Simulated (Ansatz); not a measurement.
KBr (wurtzite) (no longer in that coordination), relaxed with r2SCAN: 4 runs in Ansatz 0.2.0, each a calculation of independent-particle optics. It is hexagonal, P6_3/mmc (No. 194); conventional cell a = 5.619 Å, c = 6.554 Å, 44.79 Å³ an atom. K has 5 Br at 3.24–3.28 Å; Br has 5 K at 3.24–3.28 Å. The calculation is spin-unpolarised, and the structure need not be a phase that has been made.

```yaml
crystal:
  lattice:
    - [5.61858, 0.00000, 0.00000]
    - [-2.80929, 4.86583, 0.00000]
    - [0.00000, 0.00000, 6.55383]
  atoms:
    - { symbol: K, position: [0.33333, 0.66667, 0.93750] }
    - { symbol: K, position: [0.66667, 0.33333, 0.43750] }
    - { symbol: Br, position: [0.33333, 0.66667, 0.43750] }
    - { symbol: Br, position: [0.66667, 0.33333, 0.93750] }
```

On meshes this coarse, single peaks can be features of the mesh. No local fields, no excitons; the zone sum runs over the cells of the mesh, and ε∞ includes the bands left out of the spectrum. Up to four peaks are listed, those above 15 % of the tallest and inside the complete range; the four can differ from row to row. Rows marked drawn have settings drawn at random (some not listed).

```csv
functional,k mesh,broadening (eV),scissors (eV),range (eV),settings,direct gap on the mesh before scissors (eV),ε∞ xx,ε∞ yy,ε∞ zz,complete up to (eV),tallest peaks of mean ε₂ (eV)
PBE,6×6×4,0.1,0.00,0–18,chosen,4.19,2.44,2.44,2.49,18.0,6.60 7.20 7.95 8.75
r2SCAN,6×6×4,0.1,0.00,0–18,chosen,4.76,2.29,2.29,2.33,18.0,7.15 7.75 8.65 9.55
PBE,6×6×4,0.1,1.11 (to HSE06),0–18,chosen,4.19,2.29,2.29,2.32,18.0,7.75 8.30 9.05 9.90
LDA,6×6×4,0.05,2.50,2–15,drawn,3.87,2.19,2.19,2.23,15.0,8.85 9.50 10.20 11.10
```

The runs are scalar-relativistic, without spin-orbit coupling.
